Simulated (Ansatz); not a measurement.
Crystal: TiB2.

```xyz
3
Lattice="3.0292 0.0000 0.0000 -1.5146 2.6234 0.0000 0.0000 0.0000 3.2284" Properties=species:S:1:pos:R:3 pbc="T T T"
Ti    0.0000    0.0000    0.0000
B     1.5146    0.8745    1.6142
B     0.0000    1.7489    1.6142
```

Base run:

- Program: Ansatz 0.2.0
- Functional: PBE
- Potentials or basis: Ansatz PAW
- Cutoff: 420 eV (not typed: the program's choice for these potentials)
- k mesh: 10 × 10 × 8
- Occupations: fermi-dirac, width 0.05 eV
- Spin: no spin polarisation

Its results: band gap on the k mesh none (metal or under the smearing width); pressure 0.3 GPa.

Problem. The run is repeated on the same cell with these changes: functional from PBE to LDA. What comes out?

Solution. Band gap on the k mesh none (metal or under the smearing width); pressure -11.2 GPa.

LDA binds more tightly than PBE, so the same cell stands under less pressure.

Caveats: the PAW data sets come from PBE, with cores solved anew for the run's functional, which leaves a small shift of forces and pressure (some runs).
